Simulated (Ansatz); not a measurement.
# The stack of 1T-PtSe2 under 1T-FeI2, shifted by two thirds of the diagonal between two gates

How do the bands of the stack of 1T-PtSe2 under 1T-FeI2, shifted by two thirds of the diagonal follow a displacement field between two gates?

Calculated with Ansatz 0.2.0; plane-wave DFT, PBE-D3(BJ), Ansatz PAW.

### Step 1. The starting structure

The cell holds 6 atoms: 2 Se, 1 Pt, 2 I and 1 Fe. Its edges and angles: a = 3.729 Å, b = 3.729 Å, c = 48.239 Å, α = 90.0°, β = 90.0°, γ = 120.0°. Regions: layer 1: 1T-PtSe2, 3 atoms (2 Se and 1 Pt); layer 2: 1T-FeI2, 3 atoms (2 I and 1 Fe). Vacuum lies along c.

### Step 2. Relaxing the slab

The starting cell is a guess, so the in-plane lattice and the atoms are relaxed first, with the slab cut off from its images along the normal.

The input, input.yaml:

```yaml
crystal:
  lattice:
    - [3.728982, 0.0, 0.0]
    - [-1.864491, 3.2293931423, 0.0]
    - [0.0, 0.0, 48.2387725024]
  atoms:
    - { symbol: Se, position: [0.6666666667, 0.3333333333, 0.4104582056] }
    - { symbol: Pt, position: [0.0, 0.0, 0.4339633413] }
    - { symbol: Se, position: [0.3333333333, 0.6666666667, 0.4574684771] }
    - { symbol: I, position: [0.3333333333, 0.6666666667, 0.5238051568] }
    - { symbol: Fe, position: [0.6666666667, 0.3333333333, 0.5566734756], spin: 4.0 }
    - { symbol: I, position: [0.0, 0.0, 0.5895417944] }
  periodic: [true, true, false]
magnetization:
  spin_polarized: true
kpoints:
  mp_grid: { grid: [12, 12, 1] }
hamiltonian:
  xc: pbe
  dispersion: d3bj
scf:
  occupations: { method: fermi_dirac, width: 0.05 }
  convergence: { dr2_threshold: 1.0e-09 }
relax:
  f_tol: 0.004
  max_steps: 90
  cell: {}
output:
  write_potential: true
  write_density: true
  volumetric_format: npy
```

The run is started by

```console
ansatz run input.yaml --threads 8 --pin off --max-ram 12288MiB --backend cpu --events-out ev --progress --plain --runs-dir out
```

Numbers of over 12 decimals in the logs are rounded to 6 here.

What it wrote:

```text
Warning: relax.cell: scf.convergence.dr2_threshold = 1e-9 eV is looser than the 1.72709662488e-10 eV advised for a relaxation that steers and ends on the stress (1e-10 eV for each atom of the cell: 6, times the square of relax.cell.stress_2d_tol = 0.05 N/m over 18.6 Å (the atoms' height at the walk's start and 5 Å past either face), 2.683e-2 GPa, over a crystal's default 0.05). What an SCF threshold leaves in a stress goes as its square root, and in the free energy as the threshold itself, and one threshold admits the most on a small cell: [figures from the program's tests cut] Set scf.convergence.dr2_threshold to 1.72709662488e-10 eV or tighter. [rest of the remark cut]
Engine: ansatz 0.2.0, x86_64-unknown-linux-gnu
Pseudopotentials: kind: paw
Pseudopotential: Se, paw, valence charge 16, recommended cutoff 420 eV (normal), Se.paw.azcp
Pseudopotential: Pt, paw, valence charge 18, recommended cutoff 420 eV (normal), Pt.paw.azcp
Pseudopotential: I, paw, valence charge 17, recommended cutoff 420 eV (normal), I.paw.azcp
Pseudopotential: Fe, paw, valence charge 16, recommended cutoff 420 eV (normal), Fe.paw.azcp
Functional definition: PBE
  parameter kappa = 0.804
  parameter beta = 0.066725
  exchange = pbe_x(kappa = kappa, mu = beta*pi^2/3)
  correlation = pbe_c(beta = beta)
Crystal: 6 atoms, lattice volume = 580.908 Å³
Basis set: ecut = 420 eV, 11405 PW (Γ), exchange–correlation on 50×50×648 points (8 copies of the dense FFT grid, shifted against one another)
Bands: 63, of which v1, the nominal top of the filled ones, is band 50 counted from 1 (49 counted from 0)
Symmetry: 6 space group operations
Space group: P3m1 (ITA 156), of the structure as read, at distance tolerance 8.3e-5 Å
Magnetic group: BNS 156.49 (UNI 1279), of the structure as read, at distance tolerance 8.3e-5 Å
k-points: 19 of 144 (time reversal used)
Non-local potential: Se, projectors of the file, l = 0: 2, l = 1: 2, l = 2: 3, l = 3: 1
Non-local potential: Pt, projectors of the file, l = 0: 3, l = 1: 2, l = 2: 2, l = 3: 1
Non-local potential: I, projectors of the file, l = 0: 2, l = 1: 2, l = 2: 2, l = 3: 2
Non-local potential: Fe, projectors of the file, l = 0: 3, l = 1: 2, l = 2: 3, l = 3: 1
PAW form: soft (Blöchl's): semilocal exchange-correlation on the pseudo side does not see the compensation charge
PAW one-centre angular grid: Se, 590 points (default); XC on 64 Gauss nodes
PAW one-centre angular grid: Pt, 590 points (default); XC on 64 Gauss nodes
PAW one-centre angular grid: I, 590 points (default); XC on 64 Gauss nodes
PAW one-centre angular grid: Fe, 590 points (default); XC on 64 Gauss nodes
Initial density: superposition of atomic densities (neutral atoms: chi_scale 0, normalization atom)
Starting moments: Σ|m| = 4 μB on 1 of 6 sites
Initial wavefunctions: pseudopotential atomic-orbital guess
Functional: x = pbe(κ = 0.804, μ = 0.219515), c = pbe(β = 0.066725)
SCF iter   1: F=—  HF=-42969.923782 eV  |F-HF|=—  |Δ(HF+E_count)|=         —  Δρ=1.46e-2 (↑1.36e-2 ↓1.46e-2)  dr2=4.75e0  dr2_m=5.71e-2  M=4.000 μB ∫|m|=4.019 μB  β_m=0.30  ethr=3.10e-3  ⟨swp⟩=17.4  Hψ=16159  notcnv=0  defer=32
Mixer restart at iter 1: flushing history
preconditioner: auto → LDOS  [metal: Δε(μ)=0.028 eV  Ē_g=9.887 eV  σ=0.050 eV  W_gap=0.14  n_scr=84 (ndim 8)  ℏωp=10.2 eV  f_vac=0.743  D(μ)=1.96/eV (n_scr^D=10)]
spin=Collinear: LDOS preconditioning applied to the charge; magnetization (m = ρ↑ − ρ↓) channel mixes plain (no charge-response kernel on spin).
SCF iter   2: F=—  HF=-42969.603177 eV  |F-HF|=—  |Δ(HF+E_count)|=   3.21e-1  Δρ=6.35e-3 (↑5.92e-3 ↓6.35e-3)  dr2=7.51e-1  dr2_m=3.57e-2  M=4.000 μB ∫|m|=4.024 μB  β_m=0.28  ethr=3.10e-3  ⟨swp⟩=4.1  Hψ=5934  notcnv=0  defer=203
SCF iter   3: F=—  HF=-42969.668556 eV  |F-HF|=—  |Δ(HF+E_count)|=   6.54e-2  Δρ=4.92e-3 (↑4.92e-3 ↓4.84e-3)  dr2=2.28e-1  dr2_m=2.97e-2  M=3.999 μB ∫|m|=4.025 μB  β_m=0.38  ethr=7.51e-4  ⟨swp⟩=3.8  Hψ=4531  notcnv=0  defer=190
SCF iter   4: F=—  HF=-42969.826713 eV  |F-HF|=—  |Δ(HF+E_count)|=         —  Δρ=4.28e-3 (↑4.28e-3 ↓4.13e-3)  dr2=2.14e-1  dr2_m=5.74e-2  M=3.932 μB ∫|m|=3.960 μB  β_m=0.38  ethr=2.28e-4  ⟨swp⟩=4.5  Hψ=4488  notcnv=0  defer=189
SCF iter   5: F=—  HF=-42969.912707 eV  |F-HF|=—  |Δ(HF+E_count)|=   8.60e-2  Δρ=2.92e-3 (↑2.92e-3 ↓1.78e-3)  dr2=1.78e-2  dr2_m=2.47e-2  M=3.922 μB ∫|m|=3.956 μB  β_m=0.63  ethr=2.14e-4  ⟨swp⟩=3.7  Hψ=3711  notcnv=0  defer=197
SCF iter   6: F=—  HF=-42969.927777 eV  |F-HF|=—  |Δ(HF+E_count)|=   1.51e-2  Δρ=1.25e-3 (↑7.70e-4 ↓1.25e-3)  dr2=9.29e-3  dr2_m=4.67e-3  M=3.893 μB ∫|m|=3.930 μB  β_m=0.59  ethr=1.78e-5  ⟨swp⟩=3.1  Hψ=4577  notcnv=0  defer=210
SCF iter   7: F=—  HF=-42969.927140 eV  |F-HF|=—  |Δ(HF+E_count)|=   6.37e-4  Δρ=5.35e-4 (↑1.64e-4 ↓5.35e-4)  dr2=1.22e-3  dr2_m=5.03e-4  M=3.885 μB ∫|m|=3.924 μB  β_m=0.73  ethr=9.29e-6  ⟨swp⟩=3.1  Hψ=4351  notcnv=0  defer=210
SCF iter   8: F=—  HF=-42969.927716 eV  |F-HF|=—  |Δ(HF+E_count)|=   5.76e-4  Δρ=2.17e-4 (↑1.42e-4 ↓2.17e-4)  dr2=2.28e-3  dr2_m=5.69e-5  M=3.889 μB ∫|m|=3.928 μB  β_m=0.66  ethr=1.22e-6  ⟨swp⟩=3.2  Hψ=4971  notcnv=0  defer=216
SCF iter   9: F=—  HF=-42969.927701 eV  |F-HF|=—  |Δ(HF+E_count)|=   1.47e-5  Δρ=1.71e-4 (↑1.12e-4 ↓1.71e-4)  dr2=1.07e-3  dr2_m=4.57e-5  M=3.888 μB ∫|m|=3.927 μB  β_m=0.61  ethr=1.22e-6  ⟨swp⟩=3.0  Hψ=3900  notcnv=0  defer=216
SCF iter  10: F=—  HF=-42969.927670 eV  |F-HF|=—  |Δ(HF+E_count)|=   3.17e-5  Δρ=1.17e-4 (↑1.70e-5 ↓1.17e-4)  dr2=1.88e-5  dr2_m=2.08e-5  M=3.889 μB ∫|m|=3.927 μB  β_m=0.81  ethr=1.07e-6  ⟨swp⟩=2.8  Hψ=3383  notcnv=0  defer=215
SCF iter  11: F=—  HF=-42969.927733 eV  |F-HF|=—  |Δ(HF+E_count)|=   6.33e-5  Δρ=3.82e-5 (↑2.28e-5 ↓3.82e-5)  dr2=4.16e-5  dr2_m=1.70e-6  M=3.888 μB ∫|m|=3.926 μB  β_m=0.67  ethr=1.88e-8  ⟨swp⟩=4.0  Hψ=5914  notcnv=0  defer=215
SCF iter  12: F=—  HF=-42969.927732 eV  |F-HF|=—  |Δ(HF+E_count)|=   3.87e-7  Δρ=2.15e-5 (↑2.12e-5 ↓2.15e-5)  dr2=2.54e-5  dr2_m=1.87e-7  M=3.888 μB ∫|m|=3.925 μB  β_m=0.51  ethr=1.88e-8  ⟨swp⟩=3.0  Hψ=4969  notcnv=0  defer=215
SCF iter  13: F=—  HF=-42969.927727 eV  |F-HF|=—  |Δ(HF+E_count)|=   5.86e-6  Δρ=7.37e-6 (↑7.37e-6 ↓5.96e-6)  dr2=6.01e-7  dr2_m=6.93e-8  M=3.888 μB ∫|m|=3.925 μB  β_m=0.55  ethr=1.88e-8  ⟨swp⟩=3.0  Hψ=3756  notcnv=0  defer=215
SCF iter  14: F=—  HF=-42969.927729 eV  |F-HF|=—  |Δ(HF+E_count)|=   2.50e-6  Δρ=3.62e-6 (↑3.62e-6 ↓2.40e-6)  dr2=3.14e-8  dr2_m=3.32e-8  M=3.888 μB ∫|m|=3.925 μB  β_m=0.74  ethr=6.01e-10  ⟨swp⟩=3.9  Hψ=4786  notcnv=0  defer=215
[...]
SCF iter   9: F=—  HF=-42970.597834 eV  |F-HF|=—  |Δ(HF+E_count)|=   3.86e-7  Δρ=5.59e-7 (↑5.59e-7 ↓2.73e-7)  dr2=3.84e-9  dr2_m=4.04e-10  M=3.990 μB ∫|m|=4.029 μB  β_m=0.68  ethr=1.72e-11  ⟨swp⟩=2.8  Hψ=3863  notcnv=0  defer=119
SCF iter  10: F=—  HF=-42970.597834 eV  |F-HF|=—  |Δ(HF+E_count)|=   6.96e-9  Δρ=1.70e-7 (↑1.70e-7 ↓1.40e-7)  dr2=1.33e-9  dr2_m=3.44e-11  M=3.990 μB ∫|m|=4.029 μB  β_m=0.66  ethr=3.84e-12  ⟨swp⟩=3.0  Hψ=4754  notcnv=0  defer=119
iter 11 met the thresholds in force, and the SCF goes on: an eigenvalue changes by 4.28 meV, over its tolerance of 0.05 meV (output.eigenvalues, Limitations)
SCF iter  11: F=-42970.597835 eV  HF=-42970.597835 eV  |F-HF|=5.74e-8  |Δ(HF+E_count)|=   1.40e-7  Δρ=1.03e-7 (↑1.03e-7 ↓8.61e-8)  dr2=3.57e-10  dr2_m=1.05e-11  M=3.990 μB ∫|m|=4.029 μB  β_m=0.69  ethr=1.00e-12  ⟨swp⟩=32.3  Hψ=18899  notcnv=0
iter 12 met the thresholds in force, and the SCF goes on: an eigenvalue changes by 1.93 meV, over its tolerance of 0.06 meV (output.eigenvalues, Limitations)
SCF iter  12: F=-42970.597835 eV  HF=-42970.597835 eV  |F-HF|=3.21e-8  |Δ(HF+E_count)|=   2.36e-8  Δρ=6.30e-8 (↑6.04e-8 ↓6.30e-8)  dr2=6.74e-10  dr2_m=3.67e-12  M=3.990 μB ∫|m|=4.029 μB  β_m=1.00  ethr=1.00e-12  ⟨swp⟩=12.6  Hψ=13527  notcnv=0
Mixer restart at iter 12: flushing history
SCF iter  13: F=-42970.597835 eV  HF=-42970.597835 eV  |F-HF|=7.59e-8  |Δ(HF+E_count)|=   3.93e-8  Δρ=5.18e-7 (↑5.04e-7 ↓5.18e-7)  dr2=7.79e-8  dr2_m=1.94e-11  M=3.990 μB ∫|m|=4.029 μB  β_m=1.00  ethr=1.00e-12  ⟨swp⟩=3.0  Hψ=4564  notcnv=0  κ⁻¹=1.0e0(r=1)
SCF iter  14: F=-42970.597835 eV  HF=-42970.597835 eV  |F-HF|=5.82e-10  |Δ(HF+E_count)|=   6.32e-9  Δρ=5.56e-8 (↑3.54e-8 ↓5.56e-8)  dr2=1.49e-10  dr2_m=4.49e-12  M=3.990 μB ∫|m|=4.029 μB  β_m=1.00  ethr=1.00e-12  ⟨swp⟩=3.4  Hψ=4617  notcnv=0  κ⁻¹=7.8e-4(r=2)
SCF iter  15: F=-42970.597835 eV  HF=-42970.597835 eV  |F-HF|=1.67e-10  |Δ(HF+E_count)|=  7.28e-11  Δρ=6.63e-8 (↑2.74e-8 ↓6.63e-8)  dr2=9.55e-11  dr2_m=2.72e-12  M=3.990 μB ∫|m|=4.029 μB  ethr=1.00e-12  ⟨swp⟩=11.6  Hψ=14161  notcnv=0
WARN: dispersion: an atom stands within reach of a switch of its C6 between two reference coordination numbers of its element: through that C6 alone, e_disp changes by 0.025 eV or more while the distances to its neighbours run over a stretch of 0.05 Å that contains this geometry (sites counted from 0 in the run's list of atoms or, in a supercell that it derives, in that cell's: here a list of 6) — site 4 (Fe): coordination number 5.537 (about 5.35 to 5.73 with every neighbour 0.05 Å farther or nearer), switch near 5.393 between the references 9.138 (weight 1.00) and 1.648 (weight 0.00), e_disp changing by some 0.14 eV. [rest of the remark cut]
SCF 7 converged in 15 iterations: F = -42970.597835 eV  dr2 = 9.55e-11
relax step   7: F+E_penalty+E_count = -42970.59783465 eV  Δ(F+E_penalty+E_count) = -9.678e-4 eV  max|allowed force component| = 3.103e-4 eV/Å  Δτ_max = 0.0000 Å  P = -0.008 N/m  Ω = 602.168 Å³  fix = [c, alpha, beta]  reactions: c -0.000 N/m  stress off target by 8.47e-3 N/m on what of the cell is left free  SCF on the basis re-selected at this cell (its energy is not comparable with the rows above)  (15 SCF iters)
basis re-selected at this cell: Δ(F+E_penalty+E_count) = -9.678e-4 eV, ΔP = -0.007 N/m vs the last step (what re-selecting the basis moved, of the pressure what is left beyond the Pulay correction that the steps carried, after the strain that the cell walked since its last selection, with what the two solves' SCF thresholds leave and, on support functions, any second-order correction that the steps lacked; it is no measure of the basis error at this ecutwfc). The dense FFT grid was sized anew with the basis: this SCF ran on 27×27×324 points, the steps before it on 25×25×324, so part of this shift can come from that change (see relax.cell in the input reference). [rest of the remark cut]
WARN: The output density's exchange-correlation potential varies sharply where the density is thin. Do not read a vacuum level from v_tot or v_xc, or from such a field of the output density. On a cell that repeats whose density bears no net charge and no dipole along the vacuum's axis use v_es (v_loc + v_h of the components); under efield.dipole_correction with no amplitude use v_es + v_field, which holds any externa [...]
SCF converged after 15 iterations
an eigenvalue changed by more than its tolerance at an iteration that met the thresholds in force, so the SCF went on 2 times, its first undamped step at iteration 12: the last check found none over its tolerance
Magnetization: 3.9905 μB (51.9952 up, 48.0048 down)
Absolute magnetization: 4.0300 μB (∫|ρ↑−ρ↓|, with the PAW one-centre terms)
Spin contamination: 0.0235 ħ² per cell (⟨S²⟩ above its minimum at these occupations)
Per-site moments (μB) at R_I (Å): [(0.00429515, 1.046140), (0.0041297, 1.045258), (0.00174915, 1.045258), (0.169508, 1.139130), (3.373876, 1.139130), (0.171806, 1.139606)]
Free energy (F): -42970.597835 eV
Harris-Foulkes:  -42970.597835 eV  (|F-HF|=1.67e-10)
Internal energy: -42970.577765 eV  (E = F + TS)
E sigma→0 (E₀):  -42970.587800 eV
Entropy (-TS):   -0.020069 eV (-3.345 meV/atom)
Fermi energy:    -4.768715 eV
--- Per-component energies (eV) ---
  E_band       = -3590.897671
  E_kinetic    = 1593.748009
  E_local      = -589858.605862  (includes V_loc(G=0)·N_el)
  E_nonlocal   = -942.661861
  E_hartree    = 293756.105310
  E_xc         = -840.247977
  E_vxc        = -902.867457  (∫ρ·V_xc dr)
  E_paw        = -24281.766564  (= ΣΔE_a)
  E_vpaw       = -992.723887  (= ΣTr[D̂ρ^β])
  E_aug_tail   = -0.000233  (compensation charges beyond the density's cutoff)
  E_ewald      = 277604.675129
  E_disp       = -1.823717  (pairwise vdW)
  E_smearing   = -0.020069  (= −TS)
  E_closure    = -0.000000  (closes the sum)
  Σ components = -42970.597835   (vs F -42970.597835, Δ=0.00e0)
--- Forces (eV/Å), atoms counted from 1 ---
  atom   1  Se     0.00000000     0.00000000     0.00029747
  atom   2  Pt     0.00000000    -0.00000000     0.00010994
  atom   3  Se    -0.00000000    -0.00000000     0.00000310
  atom   4  I     -0.00000000    -0.00000000     0.00015491
  atom   5  Fe     0.00000000     0.00000000    -0.00031029
  atom   6  I      0.00000000     0.00000000    -0.00025504
  max |Σ_I F_I| component: 9.63e-8 eV/Å
--- 2D stress c σ (N/m, compression-positive) ---
       -0.008473      -0.000000       0.000000
       -0.000000      -0.008473      -0.000000
        0.000000      -0.000000      -0.000000
  P = ½ c Tr σ = -0.0085 N/m
--- Band table (eV; the first three rows and the last of 38) ---
  k-point 0 ↑: bands = [... 46 lower, -5.7926, -5.7926, -5.7168, -5.7168, -4.8512, -4.8512, -2.7786, -2.7786, ... 9 higher]
  k-point 1 ↑: bands = [... 46 lower, -5.9047, -5.8280, -5.7606, -5.7249, -5.2131, -4.9115, -3.2415, -2.8849, ... 9 higher]
  k-point 2 ↑: bands = [... 46 lower, -6.0443, -5.9680, -5.8551, -5.8340, -5.5786, -5.0372, -4.0274, -3.0739, ... 9 higher]
  k-point 18 ↓: bands = [... 46 lower, -6.5873, -4.6016, -4.6013, -4.5105, -3.8922, -3.8793, -3.6044, -3.5472, ... 9 higher]
  the weakly bound empty levels are not read free of the cell's end (no_gap_told)
--- Relaxed structure (6 steps of the walk, 6 accepted, 1 SCFs on fresh bases) ---
  F+E_penalty+E_count = -42970.59783465 eV   max|allowed force component| = 3.103e-4 eV/Å   (the final SCF, on the basis selected at the relaxed cell)
  cell:  # Å, volume = 602.1685 Å³
    - [3.796606, 0, 0]
    - [-1.898303, 3.287958, 0]
    - [0, 0, 48.2387725024]
  atoms:
    - { symbol: Se, position: [0.666667, 0.333333, 0.399326] }
    - { symbol: Pt, position: [-1.3590762946025807e-17, 0, 0.425768] }
    - { symbol: Se, position: [0.333333, 0.666667, 0.452123] }
    - { symbol: I, position: [0.333333, 0.666667, 0.530065] }
    - { symbol: Fe, position: [0.666667, 0.333333, 0.564885] }
    - { symbol: I, position: [1.6919516579600283e-17, 0, 0.599744] }
```

Elapsed: 1.8 min, on 8 threads of Intel Xeon 6975P-C (Granite Rapids), shared host; peak memory 2.7 GiB.

Step by step:

| step | energy less that of the first step (eV) | largest force component (eV/Å) | volume (Å³) |
| --- | --- | --- | --- |
| 1 | 0.0000 | 2.3435 | 580.91 |
| 2 | -0.4487 | 0.5496 | 593.66 |
| 3 | -0.6329 | 0.1860 | 604.98 |
| 4 | -0.6678 | 0.0581 | 601.47 |
| 5 | -0.6691 | 0.0111 | 602.32 |
| 6 | -0.6691 | 0.0003 | 602.17 |
| 7* | -0.6701 | 0.0003 | 602.17 |

Relaxation steps marked * repeat the geometry before them on a plane-wave basis chosen anew for their cell, so energy and pressure can jump there.

The run keeps the 6 symmetry operations that it works with, so distortions that break them were not tested.

| cell as run | before | after | change |
| --- | --- | --- | --- |
| a (Å) | 3.729 | 3.797 | +1.8 % |
| b (Å) | 3.729 | 3.797 | +1.8 % |

The atoms that moved most (Å, along periodic axes as changes of fractional coordinates times the final cell, across vacuum about the mean position):

| atom | dx | dy | dz | length |
| --- | --- | --- | --- | --- |
| Se1 | 0.000 | 0.000 | -0.537 | 0.537 |
| I6 | 0.000 | 0.000 | 0.492 | 0.492 |
| Fe5 | 0.000 | 0.000 | 0.396 | 0.396 |
| Pt2 | 0.000 | 0.000 | -0.395 | 0.395 |
| I4 | 0.000 | 0.000 | 0.302 | 0.302 |
| Se3 | 0.000 | 0.000 | -0.258 | 0.258 |

The relaxed structure:

```cif
data_structure
_symmetry_space_group_name_H-M 'P 1'
_symmetry_Int_Tables_number 1
_cell_length_a 3.7966
_cell_length_b 3.7966
_cell_length_c 48.2388
_cell_angle_alpha 90.000
_cell_angle_beta 90.000
_cell_angle_gamma 120.000
_cell_volume 602.17
loop_
_atom_site_label
_atom_site_type_symbol
_atom_site_fract_x
_atom_site_fract_y
_atom_site_fract_z
_atom_site_occupancy
Se1 Se 0.66667 0.33333 0.39933 1
Pt2 Pt 0.00000 0.00000 0.42577 1
Se3 Se 0.33333 0.66667 0.45212 1
I4 I 0.33333 0.66667 0.53007 1
Fe5 Fe 0.66667 0.33333 0.56488 1
I6 I 0.00000 0.00000 0.59974 1
```

Numbers from this step:

```yaml
energy_at_zero_smearing: -42970.5878 eV
total_moment: 3.990 μB
site_moments: 0.004295, 0.004130, 0.001749, 0.1695, 3.374, 0.1718 μB
```

Site moment by atom:

| atom | site moment (μB) |
| --- | --- |
| Se1 | 0.00 |
| Pt2 | 0.00 |
| Se3 | 0.00 |
| I4 | 0.17 |
| Fe5 | 3.37 |
| I6 | 0.17 |

The lattice constant a goes from 3.729 to 3.797 Å.

(Continued in part 2 of 3.)

[Logs are printed without paths, hosts, clocks, repeated set-up lines and the standing remarks that a program may print on its own settings, such as how far it seeks lower states.]

[Hosts, paths, dates, database ids (printed as entryN), source tags and the programs' standing remarks are cut or masked in the printed files.]

[Maps of the electrostatic potential energy from Ansatz leave out the sawtooth potential of an applied field or a dipole correction, so their vacuum need not be flat; planar profiles and work functions include it.]
